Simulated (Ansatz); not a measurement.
Where the states of Mo lie

```cif
data_structure
_symmetry_space_group_name_H-M 'Fd-3m:1'
_symmetry_Int_Tables_number 227
_cell_length_a 5.6881
_cell_length_b 5.6881
_cell_length_c 5.6881
_cell_angle_alpha 90.000
_cell_angle_beta 90.000
_cell_angle_gamma 90.000
_cell_volume 184.03
loop_
_atom_site_label
_atom_site_type_symbol
_atom_site_symmetry_multiplicity
_atom_site_Wyckoff_symbol
_atom_site_fract_x
_atom_site_fract_y
_atom_site_fract_z
_atom_site_occupancy
Mo1 Mo 8 b 0.00000 0.00000 0.50000 1
```

The runs use the primitive cell with vectors (0.000, 2.844, 2.844), (2.844, 0.000, 2.844), (2.844, 2.844, 0.000) Å, to which the k mesh refers.

The cell was built from the diamond type and relaxed in the same program, and has space group Fd-3m; it needn't be a known or the stable phase.

All numbers below come from Ansatz 0.2.0, DFT, PBE, all-electron LAPW, scalar-relativistic.

Sampling and basis: a Γ-centred 11×11×11 k mesh, Fermi–Dirac smearing of 0.05 eV, basis error target 0.25 meV/atom, no spin polarisation.

States per eV and cell, averaged over 0.6 eV, from -4.6 to 4.2 eV, with energies (bin centres) from the Fermi level; empty bins are left out. The partial columns, the largest 3 alone, are projections on Löwdin-orthogonalised atomic shells (those that the program's projection atoms carry: the occupied ones and, for some elements, an empty d or f shell; other empty shells have no column), summed over atoms of an element. Weights on diffuse s and p shells depend on that basis and aren't pure angular character.

```tsv
E (eV)	total	Mo 4d	Mo 5s	Mo 4p
-4.4	0.13	0.00	0.12	0.00
-3.8	0.27	0.02	0.24	0.00
-3.2	2.90	2.40	0.46	0.01
-2.6	3.29	2.96	0.30	0.02
-2.0	2.20	2.12	0.07	0.01
-1.4	5.72	4.93	0.71	0.03
-0.8	3.42	3.07	0.29	0.03
-0.2	2.57	2.26	0.25	0.03
0.4	2.87	2.27	0.44	0.03
1.0	1.61	1.47	0.06	0.01
1.6	2.08	1.90	0.08	0.02
2.2	1.92	1.50	0.27	0.01
2.8	1.20	0.86	0.17	0.01
3.4	2.16	1.78	0.18	0.01
4.0	2.06	1.79	0.14	0.01
```

Which of the resolved shells contributes most within 0.3 eV of the Fermi level?

Mo 4d, with 86 % of all states there; Mo 5s follows with 11 %.

Where is the centre of the filled Mo 4d states between -14 eV and the top of the filled states?

-1.65 eV from the Fermi level.
